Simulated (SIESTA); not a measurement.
Runs of SIESTA 5.4.2 on HfN. The structure is cubic, space group Fm-3m (No. 225). Conventional cell: a = 4.512 Å, b = 4.512 Å, c = 4.512 Å, α = 90.00°, β = 90.00°, γ = 90.00°. Around Hf (site symmetry m-3m) lie 6 N at 2.26 Å. N (site symmetry m-3m) has 6 Hf at 2.26 Å as nearest neighbours. 

```tsv
task	level	potentials or basis	U	k mesh	hubbard projector method	U from the first cycle	broadening (eV)	window from (eV)	window to (eV)	gap on the mesh (eV)	pressure (GPa)
density of states	PBEsol+U	PseudoDojo 0.4 standard (PBEsol files), DZP (energy shift 0.003 Ry; two zetas on semicore shells)	Hf d U = 2 eV	8 × 8 × 8	1	yes	0.05 eV	-15 eV	5 eV	none	5.5
density of states	PBEsol+U	PseudoDojo 0.4 standard (PBEsol files), DZP (energy shift 0.003 Ry; two zetas on semicore shells)	Hf d U = 4 eV	8 × 8 × 8	1	yes	0.05 eV	-15 eV	5 eV	none	9.6
band structure	vdW-DF-cx	PseudoDojo 0.4 standard (PBE files), DZP (energy shift 0.003 Ry; two zetas on semicore shells)	-	10 × 10 × 10	-	-	-	-	-	none	3.9
band structure	AM05	PseudoDojo 0.4 standard (PBEsol files), DZP (energy shift 0.003 Ry; two zetas on semicore shells)	-	10 × 10 × 10	-	-	-	-	-	none	(a)
```

Alike in all rows: no spin polarisation; cell as given; smearing fermi-dirac 0.05 eV; grid cutoff 800 Ry; energy shift 0.003 Ry.

Fill in the values left out.

(a) 0.7.

Caveats: short orbitals over semicore shells can move pressures by several GPa; the basis of atomic orbitals isn't converged, which shifts pressures, moduli and gaps; U without spin polarisation on a metal has little footing (some runs); the potentials were made for another functional, which shifts forces and pressure (some runs); spin-orbit coupling is left out, which moves the levels of the heavy elements (some runs).

A k mesh can miss the band edges, and the runs leave out spin-orbit coupling on Hf.

A gap of «none» marks a metal or a gap under the smearing width.
